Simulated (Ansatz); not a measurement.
The geometry is COD entry 1538667, unchecked; take it as a test cell.

NbN: DFT, PBE, PAW with Ansatz's default frozen-core files, fully relativistic files with spin-orbit coupling (Ansatz 0.2.0). What sets it apart from a plain run of this crystal: spin-orbit coupling on.

```yaml
crystal:
  lattice:
    - [0.0, 2.1945, 2.1945]
    - [2.1945, 0.0, 2.1945]
    - [2.1945, 2.1945, 0.0]
  atoms:
    - { symbol: Nb, position: [0.5, 0.5, 0.5] }
    - { symbol: "N", position: [0.0, 0.0, 0.0] }
kpoints:
  mp_grid: { grid: [14, 14, 14] }
  band_path:
    path:
      - [0.0, 0.0, 0.0]
      - [0.5, 0.0, 0.5]
      - [0.625, 0.25, 0.625]
      - [0.375, 0.375, 0.75]
      - [0.0, 0.0, 0.0]
      - [0.5, 0.5, 0.5]
      - [0.5, 0.25, 0.75]
      - [0.5, 0.0, 0.5]
    npoints: 5
scf:
  occupations: { method: fermi_dirac, width: 0.08 }
hamiltonian:
  xc: pbe
  pseudopotentials: { kind: paw_fr }
output:
  forces: true
  stress: true
  eigenvalues: true
  efg: { contact_densities: true }
magnetization:
  noncollinear: true
  spin_orbit: true
```

Output:

```
Engine: ansatz 0.2.0
Pseudopotentials: kind: paw_fr
Pseudopotential: Nb, paw_fr, valence charge 13, recommended cutoff 420 eV (normal)#standard-fr
Pseudopotential: N, paw_fr, valence charge 5, recommended cutoff 420 eV (normal)#standard-fr
Functional definition: PBE
  parameter kappa = 0.804
  parameter beta = 0.06672455060314922
  exchange = pbe_x(kappa = kappa, mu = beta*pi^2/3)
  correlation = pbe_c(beta = beta)
non-collinear run that drives no moment, with spin-orbit: no starting moment large enough to seed its density (crystal.atoms[].spin), no starting occupations that ask for one, no magnetisation constraint and no magnetic field, so the semilocal B_xc is pinned to zero
Crystal: 2 atoms, lattice volume = 21.137 Å³
Basis set: ecut = 420 eV, 411 PW (Γ), exchange–correlation on 48×48×48 points (8 copies of the dense FFT grid, shifted against one another)
Bands: 26, of which v1, the nominal top of the filled ones, is band 18 counted from 1 (17 counted from 0)
Symmetry: 48 space group operations + 48 with time reversal
Magnetic group: BNS 225.117 (UNI 1619), of the structure as read, at distance tolerance 2.8e-5 Å
k-points: 104 of 2744
Projection manifold: j_resolved (fully-relativistic pseudo-atomic orbitals)
Non-local potential: Nb, projectors of the file, l = 0: 3, l = 1: 4, l = 2: 4, l = 3: 2
Non-local potential: N, projectors of the file, l = 0: 2, l = 1: 4, l = 2: 2
PAW form: soft (Blöchl's): semilocal exchange-correlation on the pseudo side does not see the compensation charge
PAW one-centre angular grid: Nb, 590 points (default); XC on 64 Gauss nodes
PAW one-centre angular grid: N, 110 points (default); XC on 64 Gauss nodes
Initial density: superposition of atomic densities (chi_scale 0.1, normalization cell, long waves kept (reshape's long-wave potential 0.00 eV rms))
Initial wavefunctions: pseudopotential atomic-orbital guess
Functional: x = pbe(κ = 0.804, μ = 0.2195149727645171), c = pbe(β = 0.06672455060314922)
SCF iter   1: F=—  HF=-4940.076243 eV  |F-HF|=—  |Δ(HF+E_count)|=         —  Δρ=1.11e-1  dr2=3.47e0  dr2_m=0.00e0 (ungated)  ethr=3.10e-3  |M|=0.00e0 ∫|m|=0.00e0 μB  |m|>n=0.0e0 m-floor=0.0e0 τ_xc=0.0e0  β_m=0.30  ⟨swp⟩=6.4  Hψ=15359  notcnv=0  defer=278
automatic band count: the SCF goes on with 34 bands, as 26 were too few: the levels above may hold too much charge
preconditioner: auto → none  [metal: Δε(μ)=0.064 eV  Ē_g=15.830 eV  σ=0.080 eV  W_gap=0.20  n_scr=8 (ndim 8)  ℏωp=25.5 eV  f_vac=0.000  D(μ)=0.75/eV (n_scr^D=8)  sad-step TF]
SCF iter   2: F=—  HF=-4939.441029 eV  |F-HF|=—  |Δ(HF+E_count)|=   6.35e-1  Δρ=6.00e-2  dr2=9.59e-1  dr2_m=0.00e0 (ungated)  ethr=3.10e-3  |M|=0.00e0 ∫|m|=0.00e0 μB  |m|>n=0.0e0 m-floor=0.0e0 τ_xc=0.0e0  β_m=0.45  ⟨swp⟩=2.2  Hψ=2852  notcnv=0  defer=686
SCF iter   3: F=—  HF=-4939.211808 eV  |F-HF|=—  |Δ(HF+E_count)|=   2.29e-1  Δρ=2.09e-2  dr2=3.39e-2  dr2_m=0.00e0 (ungated)  ethr=3.10e-3  |M|=0.00e0 ∫|m|=0.00e0 μB  |m|>n=0.0e0 m-floor=0.0e0 τ_xc=0.0e0  β_m=0.60  ⟨swp⟩=2.6  Hψ=2487  notcnv=0  defer=686
SCF iter   4: F=—  HF=-4939.208923 eV  |F-HF|=—  |Δ(HF+E_count)|=   2.88e-3  Δρ=4.28e-3  dr2=3.45e-3  dr2_m=0.00e0 (ungated)  ethr=1.88e-4  |M|=0.00e0 ∫|m|=0.00e0 μB  |m|>n=0.0e0 m-floor=0.0e0 τ_xc=0.0e0  β_m=0.62  ⟨swp⟩=2.3  Hψ=2530  notcnv=0  defer=682
SCF iter   5: F=—  HF=-4939.208432 eV  |F-HF|=—  |Δ(HF+E_count)|=   4.92e-4  Δρ=4.64e-4  dr2=2.57e-5  dr2_m=0.00e0 (ungated)  ethr=1.91e-5  |M|=0.00e0 ∫|m|=0.00e0 μB  |m|>n=0.0e0 m-floor=0.0e0 τ_xc=0.0e0  β_m=0.77  ⟨swp⟩=2.6  Hψ=2104  notcnv=0  defer=682
SCF iter   6: F=—  HF=-4939.208434 eV  |F-HF|=—  |Δ(HF+E_count)|=   2.45e-6  Δρ=9.90e-5  dr2=2.82e-6  dr2_m=0.00e0 (ungated)  ethr=1.43e-7  |M|=0.00e0 ∫|m|=0.00e0 μB  |m|>n=0.0e0 m-floor=0.0e0 τ_xc=0.0e0  β_m=0.74  ⟨swp⟩=2.4  Hψ=2199  notcnv=0  defer=682
SCF iter   7: F=—  HF=-4939.208434 eV  |F-HF|=—  |Δ(HF+E_count)|=   5.78e-7  Δρ=2.15e-5  dr2=1.34e-7  dr2_m=0.00e0 (ungated)  ethr=1.57e-8  |M|=0.00e0 ∫|m|=0.00e0 μB  |m|>n=0.0e0 m-floor=0.0e0 τ_xc=0.0e0  β_m=0.87  ⟨swp⟩=1.9  Hψ=1806  notcnv=0  defer=682
SCF iter   8: F=-4939.208434 eV  HF=-4939.208434 eV  |F-HF|=1.88e-9  |Δ(HF+E_count)|=   3.08e-8  Δρ=2.73e-6  dr2=2.17e-9  dr2_m=0.00e0 (ungated)  ethr=5.56e-10  |M|=0.00e0 ∫|m|=0.00e0 μB  |m|>n=0.0e0 m-floor=0.0e0 τ_xc=0.0e0  ⟨swp⟩=8.6  Hψ=7780  notcnv=0
SCF 1 converged in 8 iterations: F = -4939.208434 eV  dr2 = 2.17e-9
  greatest PAW one-centre occupation: 0.998 electrons in one spin orbital (limit 2), on the Nb atom at site 0 (counted from 0), in its partial waves of l = 0
NSCF: frozen V_eff on 36 k-points
SCF converged after 8 iterations
Magnetization: |M| = 0.0000 μB,  M = (+0.0000, +0.0000, +0.0000) μB
Absolute magnetization: 0.0000 μB (∫|m|)
  site 0: m = (+0.0000, +0.0000, +0.0000) μB, |m| = 0.0000 μB  (R = 0.91 Å)
  site 1: m = (+0.0000, +0.0000, +0.0000) μB, |m| = 0.0000 μB  (R = 0.91 Å)
Free energy (F): -4939.208434 eV
Harris-Foulkes:  -4939.208434 eV  (|F-HF|=1.88e-9)
Internal energy: -4939.187333 eV  (E = F + TS)
E sigma→0 (E₀):  -4939.197884 eV
Entropy (-TS):   -0.021100 eV (-10.550 meV/atom)
Fermi energy:    20.656647 eV
--- Per-component energies (eV) ---
  E_band       = -8.904229
  E_kinetic    = 529.239553
  E_local      = -720.292495  (includes V_loc(G=0)·N_el)
  E_nonlocal   = 163.745760
  E_hartree    = 218.096419
  E_xc         = -237.437387
  E_vxc        = -291.900666  (∫ρ·V_xc dr)
  E_paw        = -3201.050892  (= ΣΔE_a)
  E_vpaw       = -125.889784  (= ΣTr[D̂ρ^β])
  E_aug_tail   = 0.000099  (compensation charges beyond the density's cutoff)
  E_ewald      = -1691.488391
  E_smearing   = -0.021100  (= −TS)
  E_closure    = -0.000000  (closes the sum)
  Σ components = -4939.208434   (vs F -4939.208434, Δ=0.00e0)
--- Forces (eV/Å), atoms counted from 1 ---
  atom   1  Nb     0.00000000    -0.00000000    -0.00000000
  atom   2  N     -0.00000000     0.00000000    -0.00000000
  max |Σ_I F_I| component: 5.00e-30 eV/Å
--- Stress (GPa, compression-positive) ---
        7.232693      -0.000000      -0.000000
        0.000000       7.232693      -0.000000
        0.000000      -0.000000       7.232693
  P = ⅓ Tr σ = 7.2327 GPa (72.327 kbar)
--- PAW observables at the nuclei: V_zz in 10²¹ V/m², potentials from the cell's mean, atoms counted from 1 ---
  atom   1  Nb V_zz =    -0.000000   η = 0.0000   by run symmetry: forbidden
            electrostatic potential = -6147.766495 V   contact ρ = 541729.420909 e/Å³
  atom   2  N  V_zz =    +0.000000   η = 0.0000   by run symmetry: forbidden
            electrostatic potential = -526.305545 V   contact ρ = 1414.465702 e/Å³
--- Band table (eV; the first three rows and the last of 104) ---
  k-point 0: bands = ["-35.6927", "-35.6927", "-12.8359", "-12.8359", "-10.6847", "-10.6847", "-10.6847", "-10.6847", "3.0358", "3.0358", "17.2724", "17.2724", "17.3467", "17.3467", "17.3467", "17.3467", "18.6226", "18.6226", "18.6226", "18.6226", "18.7216", "18.7216", "20.5428", "20.5428", "20.5428", "20.5428", "23.9244", "23.9244", "30.0374", "30.0374", "43.3502", "43.3502", "43.3502", "43.3502"]
  k-point 1: bands = ["-35.6860", "-35.6860", "-12.8553", "-12.8553", "-10.7278", "-10.7278", "-10.6896", "-10.6896", "3.1484", "3.1484", "16.7210", "16.7210", "16.8533", "16.8533", "16.8744", "16.8744", "18.8243", "18.8243", "18.8466", "18.8466", "18.9928", "18.9928", "21.0613", "21.0613", "21.0614", "21.0614", "24.2285", "24.2285", "30.3743", "30.3743", "42.2352", "42.2352", "42.7548", "42.7548"]
  k-point 2: bands = ["-35.6669", "-35.6669", "-12.9115", "-12.9115", "-10.8433", "-10.8433", "-10.7032", "-10.7032", "3.4669", "3.4669", "15.6122", "15.6122", "16.0137", "16.0137", "16.0196", "16.0196", "19.2438", "19.2438", "19.2526", "19.2526", "19.4356", "19.4356", "22.2173", "22.2173", "22.2198", "22.2198", "24.9905", "24.9905", "31.2664", "31.2664", "40.3449", "40.3449", "41.1188", "41.1188"]
  k-point 103: bands = ["-35.5087", "-35.5087", "-13.3119", "-13.3119", "-11.3486", "-11.3486", "-11.1664", "-11.1664", "4.3397", "4.3397", "14.0751", "14.0751", "14.5777", "14.5777", "14.7418", "14.7418", "19.8565", "19.8565", "21.2540", "21.2540", "23.4854", "23.4854", "24.1175", "24.1175", "25.2570", "25.2570", "31.9011", "31.9011", "32.2913", "32.2913", "33.2574", "33.2574", "36.8540", "36.8540"]
```
